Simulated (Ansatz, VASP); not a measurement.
**HfC in VASP and in Ansatz**

```
CELL_PARAMETERS angstrom
3.34287 0.00000 0.00000
-1.67143 2.89501 0.00000
0.00000 0.00000 5.20271
ATOMIC_POSITIONS crystal
Hf 0.33878 0.66655 0.25622
Hf 0.67665 0.34244 0.74911
C 0.00969 0.00677 0.49964
C 0.00129 0.99478 0.00306
```

Change from the starting cell: atoms moved at random, drawn with an rms of 0.05 Å.

Alike in both runs: task single point; functional PBE; k mesh 9 × 9 × 5; occupations fermi-dirac, width 0.05 eV; no spin polarisation.

|  | VASP | Ansatz |
| --- | --- | --- |
| version | VASP 6.6.1 | Ansatz 0.2.0 |
| potentials or method | VASP PAW PBE potentials, release 64 (Hf_pv, C) | Ansatz PAW |
| plane-wave cutoff (eV) | 520 | 420 |
| valence electrons in the cell | 28 | 60 |

```tsv
	VASP	Ansatz	Ansatz less VASP
gap on the k mesh at the Fermi level (eV)	none	none	-
pressure (GPa)	-1.3	-0.5	+0.71
largest component of the traceless stress (GPa)	2.67	2.63	-0.032
rms of the force components (eV/Å)	0.286	0.286	+0.0007
```

Atom by atom the forces differ by 0.001 eV/Å (rms over components). A gap of «none» marks a metal or a gap that the smearing closes. The two sets of potentials don't hold the same shells in valence.

The runs have no spin-orbit coupling, so splittings on Hf are missing.
